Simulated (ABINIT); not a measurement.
# C (Fd-3m) in ABINIT: settings compared

Aim: see how the results for C move with the level of theory and the settings. Levels: PBE, LDA-Teter, LDA, OLYP. Tasks: band structure, equation of state.

Program: ABINIT 10.8.3 (patched build). These are calculated values, not measurements. Logs are shortened: lines on timing, memory, paths and dates and some standing lists are left out, and cuts for length are marked. The log counts tension as positive stress, the text compression.

**The experiment to reproduce.**

“Equation of state of cubic boron nitride at high pressures and temperatures”, 2007, arxiv:cond-mat/0702656 quotes, for a bulk crystal of C: bulk modulus 444.8 ± 0.8 GPa; bulk modulus 442 ± 5 GPa.

How close the calculation comes is told below.

**1. Starting point**

Symmetry: Fd-3m, No. 227, cubic system. The conventional cell has a = 3.567 Å, b = 3.567 Å, c = 3.567 Å, α = 90.00°, β = 90.00°, γ = 90.00°. C (site symmetry -43m) has 4 C at 1.54 Å as nearest neighbours.

This isn't the form of C at room conditions, which is graphite.

**2. Band structure, PBE**

File run.abi:

```
# Datasets: ground state, then fixed potential
ndtset 2

# Pseudopotentials
pp_dirpath "./"
pseudos "C.upf"

# Structure
acell 3*1.0 Angstrom
rprim
     0.0000000000     1.7833700000     1.7833700000
     1.7833700000     0.0000000000     1.7833700000
     1.7833700000     1.7833700000     0.0000000000
ntypat 1
znucl 6
natom 2
typat 1 1
xred
     0.7500000000     0.7500000000     0.7500000000
     0.5000000000     0.5000000000     0.5000000000

# Plane-wave basis
ecut 41.0

# Exchange and correlation
ixc 11

# Bands and occupations
occopt 3
tsmear 0.00183747

# SCF cycle
nstep 100

# Output
iomode 3
prtwf 0
prteig 0
prtebands 0
enunit 1
prtden1 1
prtvha1 1
prtvclmb1 1
prtpot1 1
prtelf1 1

# Dataset 1
kptopt1 1
ngkpt1 13 13 13
nshiftk1 1
shiftk1 0.0 0.0 0.0
nband1 8
tolvrs1 1.0e-10

# Dataset 2: bands along G-X-W-K-G-L-U-W-L-K
iscf2 -2
getden2 1
nband2 12
nbdbuf2 2
tolwfr2 1.0e-12
kptopt2 -9
ndivsm2 8
prteig2 1
prtvol2 -3
kptbounds2
     0.0000000000     0.0000000000     0.0000000000
     0.5000000000     0.0000000000     0.5000000000
     0.5000000000     0.2500000000     0.7500000000
     0.3750000000     0.3750000000     0.7500000000
     0.0000000000     0.0000000000     0.0000000000
     0.5000000000     0.5000000000     0.5000000000
     0.6250000000     0.2500000000     0.6250000000
     0.5000000000     0.2500000000     0.7500000000
     0.5000000000     0.5000000000     0.5000000000
     0.3750000000     0.3750000000     0.7500000000
```

Potentials or basis: PseudoDojo NC SR PBE v0.4.1 standard.

On the command line:

```bash
abinit run.abi > log 2>&1
```

run.abo:

```text
.Version 10.8.3 of ABINIT
 DATASET    1 : space group Fd -3 m (#227); Bravais cF (face-center cubic)
================================================================================
 Values of the parameters that define the memory need for DATASET  1.
     intxc =       0    ionmov =       0      iscf =       7    lmnmax =       4
     lnmax =       4     mgfft =      30  mpssoang =       2    mqgrid =    3001
     natom =       2  nloc_mem =       1    nspden =       1   nspinor =       1
    nsppol =       1      nsym =      48    n1xccc =    2501    ntypat =       1
    occopt =       3   xclevel =       2
       mpw =         974          nfft =       27000          nkpt =          84
================================================================================
================================================================================

 DATASET    2 : space group Fd -3 m (#227); Bravais cF (face-center cubic)
================================================================================
 Values of the parameters that define the memory need for DATASET  2.
     intxc =       0    ionmov =       0      iscf =      -2    lmnmax =       4
     lnmax =       4     mgfft =      30  mpssoang =       2    mqgrid =    3001
     natom =       2  nloc_mem =       1    nspden =       1   nspinor =       1
    nsppol =       1      nsym =      48    n1xccc =    2501    ntypat =       1
    occopt =       3   xclevel =       2
       mpw =         974          nfft =       27000          nkpt =         139
================================================================================
================================================================================

--------------------------------------------------------------------------------
------------- Echo of variables that govern the present computation ------------
--------------------------------------------------------------------------------
 -outvars: echo values of preprocessed input variables --------
            acell      1.8897261259E+00  1.8897261259E+00  1.8897261259E+00 Bohr
              amu      1.20110000E+01
             ecut      4.10000000E+01 Hartree
           enunit           1
           getden1          0
           getden2          1
             iscf1          7
             iscf2         -2
              ixc          11
           jdtset        1    2
           kptopt1          1
           kptopt2         -9
         kptrlatt       13    0    0      0   13    0      0    0   13
          kptrlen1     6.19581831E+01
          kptrlen2     3.00000000E+01
            natom           2
            nband1          8
            nband2         12
           nbdbuf1          0
           nbdbuf2          2
           ndtset           2
           ndivsm1          0
           ndivsm2          8
            ngfft          30      30      30
             nkpt1         84
             nkpt2        139
            nstep         100
             nsym          48
           ntypat           1
           occopt           3
        prtebands           0
           prteig1          0
           prteig2          1
           prtelf1          1
           prtelf2          0
           prtpot1          1
           prtpot2          0
         prtvclmb1          1
         prtvclmb2          0
           prtvha1          1
           prtvha2          0
           prtvol1          0
           prtvol2         -3
            prtwf           0
            rprim      0.0000000000E+00  1.7833700000E+00  1.7833700000E+00
                       1.7833700000E+00  0.0000000000E+00  1.7833700000E+00
                       1.7833700000E+00  1.7833700000E+00  0.0000000000E+00
           shiftk1     0.00000000E+00  0.00000000E+00  0.00000000E+00
           shiftk2     5.00000000E-01  5.00000000E-01  5.00000000E-01
          spgroup         227
           tolvrs1     1.00000000E-10
           tolvrs2     0.00000000E+00
           tolwfr1     0.00000000E+00
[... 207 lines left out ...]
--------------------------------------------------------------------------------

================================================================================
 Non-SCF case, kpt    1 (  0.00000  0.00000  0.00000), residuals and eigenvalues=
  6.33E-13  1.46E-13  9.50E-13  1.50E-13  5.00E-13  1.47E-13  3.30E-13  3.81E-13
  1.64E-13  2.60E-13  1.65E-11  8.28E-13
 -4.1144E-01  3.7826E-01  3.7826E-01  3.7826E-01  5.8496E-01  5.8496E-01
  5.8496E-01  8.6812E-01  1.0874E+00  1.3653E+00  1.3653E+00  1.3936E+00
 Non-SCF case, kpt    2 (  0.02174  0.00000  0.02174), residuals and eigenvalues=
  2.74E-13  1.28E-13  1.49E-13  8.83E-13  5.62E-13  3.36E-13  1.76E-13  2.56E-13
  1.55E-13  4.46E-13  1.74E-08  4.04E-11
 -4.1080E-01  3.7552E-01  3.7552E-01  3.7667E-01  5.8444E-01  5.8825E-01
  5.8825E-01  8.6865E-01  1.0885E+00  1.3307E+00  1.3662E+00  1.3951E+00
 Non-SCF case, kpt    3 (  0.04348  0.00000  0.04348), residuals and eigenvalues=
  1.26E-13  2.71E-13  2.90E-13  1.53E-13  7.11E-14  3.75E-13  6.72E-13  4.50E-13
  3.49E-13  8.96E-13  6.07E-07  1.22E-10
 -4.0888E-01  3.6781E-01  3.6781E-01  3.7194E-01  5.8292E-01  5.9761E-01
[... 667 lines left out ...]
  5.88E-13  5.11E-13  7.12E-13  5.42E-13  1.33E-13  1.78E-13  7.55E-13  1.46E-13
  2.21E-13  2.40E-13  1.66E-13  1.60E-09
 -1.1968E-01 -4.7135E-02  4.5342E-02  1.9202E-01  6.0052E-01  8.2287E-01
  8.7946E-01  9.3057E-01  1.0482E+00  1.2792E+00  1.3077E+00  1.6156E+00
 Non-SCF case, kpt  138 (  0.38393  0.38393  0.73214), residuals and eigenvalues=
  8.34E-14  4.55E-13  8.54E-14  1.63E-13  1.97E-13  5.35E-13  6.31E-13  4.58E-13
  3.17E-13  1.77E-13  5.67E-13  5.48E-09
 -1.0798E-01 -4.7744E-02  3.5311E-02  1.8582E-01  5.9441E-01  7.9874E-01
  8.9474E-01  9.4489E-01  1.0546E+00  1.2771E+00  1.3198E+00  1.6315E+00
 Non-SCF case, kpt  139 (  0.37500  0.37500  0.75000), residuals and eigenvalues=
  8.11E-14  4.83E-13  7.27E-14  1.99E-13  1.78E-13  3.59E-13  6.04E-13  2.91E-13
  3.00E-13  2.17E-13  8.71E-13  1.64E-08
 -9.9084E-02 -5.3345E-02  3.5491E-02  1.8058E-01  5.8926E-01  7.7507E-01
  9.0710E-01  9.5289E-01  1.0673E+00  1.2736E+00  1.3361E+00  1.6371E+00

--- !ResultsGS
iteration_state: {dtset: 2, }
comment   : Summary of ground state results
lattice_vectors:
- [  0.0000000,   3.3700809,   3.3700809, ]
- [  3.3700809,   0.0000000,   3.3700809, ]
- [  3.3700809,   3.3700809,   0.0000000, ]
lattice_lengths: [   4.76601,    4.76601,    4.76601, ]
lattice_angles: [ 60.000,  60.000,  60.000, ] # degrees, (23, 13, 12)
lattice_volume:   7.6551017E+01
convergence: {deltae:  0.000E+00, res2:  0.000E+00, residm:  9.980E-13, diffor:  0.000E+00, }
etotal    :  -1.20376282E+01
entropy   :   0.00000000E+00
fermie    :   4.78867584E-01
cartesian_stress_tensor: null
pressure_GPa: null
xred      :
- [  7.5000E-01,   7.5000E-01,   7.5000E-01,  C]
- [  5.0000E-01,   5.0000E-01,   5.0000E-01,  C]
cartesian_forces: null
force_length_stats: {min: null, max: null, mean: null, }
...

 Integrated electronic density in atomic spheres:
 ------------------------------------------------
 Atom  Sphere_radius  Integrated_density
    1        2.00000          4.67082898
    2        2.00000          4.70874028
================================================================================

 ----iterations are completed or convergence reached----

 Mean square residual over all n,k,spin=   38.254E-14; max=  99.803E-14
 reduced coordinates (array xred) for    2 atoms
       0.750000000000      0.750000000000      0.750000000000
       0.500000000000      0.500000000000      0.500000000000

 cartesian coordinates (angstrom) at end:
    1      2.67505500000000     2.67505500000000     2.67505500000000
    2      1.78337000000000     1.78337000000000     1.78337000000000
 length scales=  1.889726125908  1.889726125908  1.889726125908 bohr
              =  1.000000000000  1.000000000000  1.000000000000 angstroms
 Eigenvalues (   eV  ) for nkpt= 139  k points:
 kpt#   1, nband= 12, wtk=  1.00000, kpt=  0.0000  0.0000  0.0000 (reduced coord)
 -11.19598   10.29307   10.29307   10.29307   15.91749   15.91749   15.91749   23.62278
  29.58930   37.15275   37.15275   37.92229
 kpt#   2, nband= 12, wtk=  1.00000, kpt=  0.0217  0.0000  0.0217 (reduced coord)
 -11.17853   10.21850   10.21850   10.24967   15.90348   16.00705   16.00705   23.63729
  29.62047   36.20928   37.17489   37.96333
 kpt#   3, nband= 12, wtk=  1.00000, kpt=  0.0435  0.0000  0.0435 (reduced coord)
 -11.12619   10.00857   10.00857   10.12092   15.86216   16.26186   16.26186   23.67545
  29.71293   34.97946   37.24136   38.08633
 kpt#   4, nband= 12, wtk=  1.00000, kpt=  0.0652  0.0000  0.0652 (reduced coord)
 -11.03900    9.69563    9.69563    9.91089   15.79549   16.64928   16.64928   23.72091
  29.86353   33.79150   37.35207   38.29092
 kpt#   5, nband= 12, wtk=  1.00000, kpt=  0.0870  0.0000  0.0870 (reduced coord)
 -10.91705    9.31462    9.31462    9.62560   15.70684   17.13400   17.13400   23.74594
  30.06729   32.70251   37.50724   38.57642
 kpt#   6, nband= 12, wtk=  1.00000, kpt=  0.1087  0.0000  0.1087 (reduced coord)
 -10.76046    8.89401    8.89401    9.27223   15.60023   17.68683   17.68683   23.71189
[... 386 lines left out ...]
  -3.88796   -1.63273    2.34666    5.62970   16.75054   22.91178   23.59707   24.24811
  28.61965   34.83749   35.25048   42.36522
 kpt# 136, nband= 12, wtk=  1.00000, kpt=  0.4018  0.4018  0.6964 (reduced coord)
  -3.58022   -1.41946    1.72920    5.41715   16.53332   23.03770   23.44738   24.79744
  28.50847   34.83664   35.36559   43.25872
 kpt# 137, nband= 12, wtk=  1.00000, kpt=  0.3929  0.3929  0.7143 (reduced coord)
  -3.25679   -1.28262    1.23383    5.22500   16.34091   22.39140   23.93126   25.32218
  28.52316   34.80926   35.58349   43.96347
 kpt# 138, nband= 12, wtk=  1.00000, kpt=  0.3839  0.3839  0.7321 (reduced coord)
  -2.93826   -1.29918    0.96085    5.05635   16.17463   21.73481   24.34716   25.71188
  28.69732   34.75036   35.91297   44.39647
 kpt# 139, nband= 12, wtk=  1.00000, kpt=  0.3750  0.3750  0.7500 (reduced coord)
  -2.69620   -1.45159    0.96575    4.91373   16.03467   21.09084   24.68350   25.92944
  29.04391   34.65696   36.35654   44.54911

== END DATASET(S) ==============================================================
================================================================================

 -outvars: echo values of variables after computation  --------
            acell      1.8897261259E+00  1.8897261259E+00  1.8897261259E+00 Bohr
           etotal1    -1.2037628200E+01
            fcart1    -8.5828503464E-31  7.0223321016E-31 -7.0223321016E-31
                       8.5828503464E-31 -7.0223321016E-31  7.0223321016E-31
            rprim      0.0000000000E+00  1.7833700000E+00  1.7833700000E+00
                       1.7833700000E+00  0.0000000000E+00  1.7833700000E+00
                       1.7833700000E+00  1.7833700000E+00  0.0000000000E+00
           strten1    -6.6145577535E-05 -6.6145577535E-05 -6.6145577535E-05
                       0.0000000000E+00  0.0000000000E+00  0.0000000000E+00
           xangst      2.6750550000E+00  2.6750550000E+00  2.6750550000E+00
                       1.7833700000E+00  1.7833700000E+00  1.7833700000E+00
             xred      7.5000000000E-01  7.5000000000E-01  7.5000000000E-01
                       5.0000000000E-01  5.0000000000E-01  5.0000000000E-01
 Calculation completed.
```

It took 26 s on 1 thread of Arm Neoverse V2, shared host; peak memory 0.09 GiB.

What came out:

```
Free energy                                       : -327.5606 eV
Pressure                                          : 1.9 GPa
Band gap on the k mesh                            : 4.20 eV, indirect (least direct gap 5.62 eV)
Band gap along the path                           : 4.19 eV, indirect (least direct gap 5.62 eV)
All electrons inside the program's atomic spheres : C 4.67, 4.71 (radii [1.0584] Å)
```

Levels at the corners of the path, in eV from the valence-band top:
```csv
point,band 1,band 2,band 3,band 4,band 5,band 6,band 7,band 8,band 9
Γ,-21.49,0.00,0.00,0.00,5.62,5.62,5.62,13.33,19.30
X,-12.78,-12.78,-6.32,-6.32,4.83,4.83,16.81,16.81,23.23
W,-11.99,-11.99,-8.33,-8.33,10.68,10.68,12.35,12.35,21.36
K,-12.99,-11.74,-9.33,-5.38,5.74,10.80,14.39,15.64,18.75
Γ,-21.49,0.00,0.00,0.00,5.62,5.62,5.62,13.33,19.30
L,-15.71,-13.39,-2.81,-2.81,8.52,8.52,8.89,15.71,21.90
U,-12.99,-11.74,-9.33,-5.38,5.74,10.80,14.39,15.64,18.75
W,-11.99,-11.99,-8.33,-8.33,10.68,10.68,12.35,12.35,21.36
L,-15.71,-13.39,-2.81,-2.81,8.52,8.52,8.89,15.71,21.90
K,-12.99,-11.74,-9.33,-5.38,5.74,10.80,14.39,15.64,18.75
```

**3. Equation of state, LDA-Teter**

File run.abi:

```
ndtset 7
getwfk -1
scalecart1 3*0.9795861087
scalecart2 3*0.9864848297
scalecart3 3*0.9932883884
scalecart4 3*1.0000000000
scalecart5 3*1.0066227096
scalecart6 3*1.0131594038
scalecart7 3*1.0196128224

pp_dirpath "./"
pseudos "C.LDA_PW-JTH.xml"

acell 3*1.0 Angstrom
rprim
     0.0000000000     1.7833700000     1.7833700000
     1.7833700000     0.0000000000     1.7833700000
     1.7833700000     1.7833700000     0.0000000000
ntypat 1
znucl 6
natom 2
typat 1 1
xred
     0.7500000000     0.7500000000     0.7500000000
     0.5000000000     0.5000000000     0.5000000000

ecut 544.227725 eV
pawecutdg 40.0

kptopt 1
ngkpt 13 13 13
nshiftk 1
shiftk 0.0 0.0 0.0

ixc 1

nband 8
occopt 3
tsmear 0.05 eV

nstep 100
tolvrs 1.0e-9

iomode 3
prtwf 1
prtden 0
prteig 0
prtebands 0
enunit 1
```

Potentials or basis: JTH PAW LDA v2.0.

On the command line:

```bash
abinit run.abi > log 2>&1
```

Run time: 20 s. Hardware: 1 thread of Arm Neoverse V2, shared host; peak memory 0.11 GiB.

It converged, with:

| Item | Value |
| --- | --- |
| Equilibrium volume | 5.50 Å³/atom |
| Bulk modulus | 468 GPa |
| Pressure derivative of the bulk modulus | 3.7 |

Energy against volume, from the lowest point:
| volume (Å³/atom) | energy (meV/atom) |
| --- | --- |
| 5.332 | 7.14 |
| 5.445 | 0.00 |
| 5.558 | 0.01 |
| 5.672 | 6.57 |
| 5.785 | 19.03 |
| 5.899 | 36.86 |
| 6.012 | 59.60 |

Caveat: pressures at fixed basis lie under the slope of the energies; the atomic spheres overlap.

[end of part 1 of 2]
